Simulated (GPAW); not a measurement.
## SnSe2: single point with PBEsol

Crystal: SnSe2.

```xyz
3
Lattice="3.8110 0.0000 0.0000 -1.9055 3.3004 0.0000 0.0000 0.0000 6.1360" Properties=species:S:1:pos:R:3 pbc="T T T"
Sn    0.0000    0.0000    0.0000
Se    1.9055    1.1001    4.6081
Se    0.0000    2.2003    1.5279
```

```yaml
Program: GPAW 26.7.0
Task: single point
Functional: PBEsol
Potentials_or_basis: PAW data sets generated in the run's folder for this functional
Cutoff: 500 eV
Basis: pw
k_mesh: 7 × 7 × 4
Occupations: fermi-dirac, width 0.01 eV
Spin: no spin polarisation
Maxiter: 150
```

```yaml
Pressure: 2.1 GPa
Largest_force: 0.575 eV/Å
Band_gap_on_the_k_mesh: 0.74 eV, indirect (least direct gap 1.01 eV)
```

Forces in eV/Å, atoms in the order of the input:
```
Sn   0.000  0.000  0.000
Se   0.000  0.000 -0.575
Se   0.000  0.000  0.575
```

Stress tensor (GPa, compression positive):
```
1.44 0.00 0.00
0.00 1.44 0.00
0.00 0.00 3.30
```

Levels at points of the mesh, in eV from the valence-band top:
```csv
k point,band 11,band 12,band 13,band 14,band 15,band 16
"(0.00, 0.00, 0.00)",-0.39,-0.39,0.00,1.01,2.83,4.58
"(0.00, 0.00, 0.50)",-0.80,-0.24,-0.24,2.40,2.81,4.31
```

Run time: 18 s on 1 thread of Arm Neoverse V2 (shared host), peak memory 0.17 GiB.

Caveat: the cutoff is short for stress and forces, so pressures can be off by a GPa or more; spin-orbit coupling is left out, which moves the levels of the heavy elements; an odd mesh through Γ misses points on the zone boundary, where band edges often lie; this functional lacks dispersion, which binds the layers, so the pressure and a relaxed spacing across them are unreliable.
